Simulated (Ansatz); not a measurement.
TaC

```
Ta C
1.0
     0.00000    2.22700    2.22700
     2.22700    0.00000    2.22700
     2.22700    2.22700    0.00000
Ta C
1 1
Direct
  0.00000 0.00000 0.00000
  0.50000 0.50000 0.50000
```

Atom numbers follow the list: Ta1, C2.

The geometry is COD entry 9008731, unchecked; take it as a test cell.

Spin polarisation is left out, and whether a magnetic state lies lower isn't shown here.

Spin–orbit coupling is left out, though it moves levels of the heavy atoms by tenths of an eV or more.

All numbers are computed: DFT, PBEsol, all-electron LAPW, scalar-relativistic (Ansatz 0.2.0); DFT, PBEsol, PAW with Ansatz's default frozen-core files, scalar-relativistic (Ansatz 0.2.0).

For LAPW: a Γ-centred 13×13×13 k mesh, Fermi–Dirac smearing of 0.08 eV, basis error target 0.25 meV/atom, no spin polarisation. PAW takes a cutoff of 420 eV at this cell (files made with PBE, cores remade for this functional). The Ansatz runs share mesh, smearing and spin set-up. Values come from LAPW unless marked.

* Pressure at this cell: -3.38 GPa
* Band gap: none: with an odd electron count and no spin polarisation the bands can't all be full, a metal in this set-up (spin order or a larger cell could open a gap)
* Density of states at the Fermi level (0.2 eV bin): 0.62 states/eV per cell
* Volume per atom: 74.5 bohr³

Bader charges (from the PAW run): what does the calculation give?

Ta1 +1.87, C2 -1.87 e.

Löwdin charges (with 0.05 e of the cell spilling out of the atomic basis, so their sizes and signs hang on that basis): what does the calculation give?

Ta1 0.80, C2 -0.75 e.
